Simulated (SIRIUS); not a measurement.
Input of a SIRIUS 7.12.0 run:

The input sirius.json:

```json
{
  "control": {
    "processing_unit": "cpu",
    "std_evp_solver_name": "lapack",
    "gen_evp_solver_name": "lapack",
    "verbosity": 2,
    "print_forces": true,
    "ortho_rf": true,
    "use_second_variation": true,
    "rmt_max": 3.0,
    "num_bands_to_print": 24,
    "save_wf": true
  },
  "parameters": {
    "electronic_structure_method": "full_potential_lapwlo",
    "xc_functionals": ["XC_GGA_X_PBE_SOL", "XC_GGA_C_PBE_SOL"],
    "core_relativity": "dirac",
    "valence_relativity": "iora",
    "num_fv_states": 25,
    "smearing": "fermi_dirac",
    "smearing_width": 0.0018374661,
    "pw_cutoff": 20,
    "gk_cutoff": 3.59,
    "lmax_apw": 11,
    "lmax_rho": 8,
    "lmax_pot": 8,
    "num_mag_dims": 0,
    "auto_rmt": 0,
    "ngridk": [11, 11, 11],
    "shiftk": [0, 0, 0],
    "num_dft_iter": 80,
    "energy_tol": 1e-07,
    "density_tol": 1e-05,
    "use_symmetry": true
  },
  "settings": {"tol_ne": 1e-10},
  "iterative_solver": {"type": "exact"},
  "mixer": {"type": "anderson", "beta": 0.5, "max_history": 8},
  "unit_cell": {
    "lattice_vectors": [
      [-3.150626984, 3.0440577689, 3.1458195208],
      [3.0306199265, -3.0909947864, 3.0727494807],
      [3.2813828038, 3.2217524959, -3.1927565382]
    ],
    "atom_types": ["Au"],
    "atom_files": {"Au": "Au.json"},
    "atoms": {"Au": [[-0.009882, -0.017092, -0.021301]]}
  }
}
```

Au.json

```json
{
  "name": "gold",
  "symbol": "Au",
  "number": 79,
  "mass": 196.966569,
  "rmin": 1e-06,
  "rmt": 2.56,
  "nrmt": 800,
  "rinf": 13.44,
  "core": "1s2s2p3s3p3d4s4p4d",
  "valence": [
    {"basis": [{"enu": 0.09, "dme": 0, "n": 0, "auto": 0}, {"enu": 0.09, "dme": 1, "n": 0, "auto": 0}]},
    {"l": 0, "n": 1, "basis": [{"enu": 0.19, "dme": 0, "n": 0, "auto": 0}]},
    {"l": 1, "n": 2, "basis": [{"enu": 0.19, "dme": 0, "n": 0, "auto": 0}]},
    {"l": 2, "n": 3, "basis": [{"enu": 0.19, "dme": 0, "n": 0, "auto": 0}]},
    {"l": 3, "n": 4, "basis": [{"enu": 0.19, "dme": 0, "n": 0, "auto": 0}]},
    {"l": 4, "n": 5, "basis": [{"enu": 0.19, "dme": 0, "n": 0, "auto": 0}]}
  ],
  "lo": [
    {"l": 0, "basis": [{"enu": 0.19, "dme": 0, "n": 0, "auto": 0}, {"enu": 0.19, "dme": 1, "n": 0, "auto": 0}]},
    {
      "l": 0,
      "basis": [{"enu": -3.5644, "dme": 0, "n": 5, "auto": 1}, {"enu": -3.5644, "dme": 1, "n": 5, "auto": 1}]
    },
    {
      "l": 0,
      "basis": [{"enu": -3.5644, "dme": 1, "n": 5, "auto": 1}, {"enu": 0.19, "dme": 0, "n": 0, "auto": 0}]
    },
    {"l": 0, "basis": [{"enu": 0.19, "dme": 0, "n": 0, "auto": 0}, {"enu": 2.6314, "dme": 0, "n": 0, "auto": 0}]},
    {"l": 1, "basis": [{"enu": 0.19, "dme": 0, "n": 0, "auto": 0}, {"enu": 0.19, "dme": 1, "n": 0, "auto": 0}]},
    {
      "l": 1,
      "basis": [{"enu": -1.7879, "dme": 0, "n": 5, "auto": 1}, {"enu": -1.7879, "dme": 1, "n": 5, "auto": 1}]
    },
    {
      "l": 1,
      "basis": [{"enu": -1.7879, "dme": 1, "n": 5, "auto": 1}, {"enu": 0.19, "dme": 0, "n": 0, "auto": 0}]
    },
    {"l": 1, "basis": [{"enu": 0.19, "dme": 0, "n": 0, "auto": 0}, {"enu": 2.9976, "dme": 0, "n": 0, "auto": 0}]},
    {"l": 2, "basis": [{"enu": 0.19, "dme": 0, "n": 0, "auto": 0}, {"enu": 0.19, "dme": 1, "n": 0, "auto": 0}]},
    {"l": 2, "basis": [{"enu": 0.19, "dme": 1, "n": 0, "auto": 0}, {"enu": 0.19, "dme": 2, "n": 0, "auto": 0}]},
    {"l": 2, "basis": [{"enu": 0.19, "dme": 0, "n": 0, "auto": 0}, {"enu": 2.5704, "dme": 0, "n": 0, "auto": 0}]},
    {"l": 3, "basis": [{"enu": 0.19, "dme": 0, "n": 0, "auto": 0}, {"enu": 0.19, "dme": 1, "n": 0, "auto": 0}]},
    {
      "l": 3,
      "basis": [{"enu": -2.5991, "dme": 0, "n": 4, "auto": 1}, {"enu": -2.5991, "dme": 1, "n": 4, "auto": 1}]
    },
    {
      "l": 3,
      "basis": [{"enu": -2.5991, "dme": 1, "n": 4, "auto": 1}, {"enu": 0.19, "dme": 0, "n": 0, "auto": 0}]
    },
    {"l": 3, "basis": [{"enu": 0.19, "dme": 0, "n": 0, "auto": 0}, {"enu": 3.73, "dme": 0, "n": 0, "auto": 0}]},
    {"l": 4, "basis": [{"enu": 0.19, "dme": 0, "n": 0, "auto": 0}, {"enu": 0.19, "dme": 1, "n": 0, "auto": 0}]},
    {"l": 4, "basis": [{"enu": 0.19, "dme": 0, "n": 0, "auto": 0}, {"enu": 3.1197, "dme": 0, "n": 0, "auto": 0}]}
  ],
  "free_atom": [... radial grid and density of the free atom, the start of the SCF ...]
}
```

The input sirius_start.json:

```json
{
  "control": {
    "processing_unit": "cpu",
    "std_evp_solver_name": "lapack",
    "gen_evp_solver_name": "lapack",
    "verbosity": 1,
    "print_forces": false,
    "ortho_rf": true,
    "use_second_variation": true,
    "rmt_max": 3.0,
    "num_bands_to_print": 24,
    "save_wf": false
  },
  "parameters": {
    "electronic_structure_method": "full_potential_lapwlo",
    "xc_functionals": ["XC_LDA_X", "XC_LDA_C_PW"],
    "core_relativity": "dirac",
    "valence_relativity": "iora",
    "num_fv_states": 25,
    "smearing": "fermi_dirac",
    "smearing_width": 0.0055123983,
    "pw_cutoff": 20,
    "gk_cutoff": 2.88,
    "lmax_apw": 11,
    "lmax_rho": 8,
    "lmax_pot": 8,
    "num_mag_dims": 0,
    "auto_rmt": 0,
    "ngridk": [4, 4, 4],
    "shiftk": [0, 0, 0],
    "num_dft_iter": 30,
    "energy_tol": 0.01,
    "density_tol": 0.05,
    "use_symmetry": true
  },
  "settings": {"tol_ne": 1e-10},
  "iterative_solver": {"type": "exact"},
  "mixer": {"type": "anderson", "beta": 0.5, "max_history": 8},
  "unit_cell": {
    "lattice_vectors": [
      [-3.150626984, 3.0440577689, 3.1458195208],
      [3.0306199265, -3.0909947864, 3.0727494807],
      [3.2813828038, 3.2217524959, -3.1927565382]
    ],
    "atom_types": ["Au"],
    "atom_files": {"Au": "Au.json"},
    "atoms": {"Au": [[-0.009882, -0.017092, -0.021301]]}
  }
}
```

Potentials or basis: all-electron FP-LAPW, apw+lo standard.

Command:

```bash
$ OMP_NUM_THREADS=1 sirius.scf --input=sirius_start.json --output=start.json
$ OMP_NUM_THREADS=1 sirius.scf --input=sirius.json --output=output.json --task=1
```

Problem. What does it give for the band gap on the k mesh?

Solution. None (metal or under the smearing width).

The run has no spin-orbit coupling, so splittings on Au are missing.
